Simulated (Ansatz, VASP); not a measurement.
C: VASP beside Ansatz

```
C
1.0
     0.00000    1.87502    1.87502
     1.87502    0.00000    1.87502
     1.87502    1.87502    0.00000
C
2
Cartesian
  1.8750 1.8750 1.8750
  2.8125 2.8125 2.8125
```

Change from the starting cell: strain +0.050 along x and y, +0.050 along z, atoms carried along.

Alike in both runs: task single point; functional PBE; k mesh 12 × 12 × 12; occupations gaussian, width 0.05 eV; no spin polarisation.

|  | VASP | Ansatz |
| --- | --- | --- |
| version | VASP 6.6.1 | Ansatz 0.2.0 |
| potentials or method | VASP PAW PBE potentials, release 64 (C) | scalar-relativistic, plane waves, PAW |
| plane-wave cutoff (eV) | 520 | 420 |
| valence electrons in the cell | 8 | 8 |

```csv
,VASP,Ansatz,Ansatz less VASP
gap on the k mesh at the Fermi level (eV),3.82,3.83,+0.008
least direct gap on the mesh (eV),5.18,5.19,+0.008
pressure (GPa),-47.9,-48.1,-0.20
```

Caveats: the cell as given lies far from equilibrium; so large a pressure means that the cell lies far from this level's equilibrium, or that cutoff or potentials fall short (VASP).
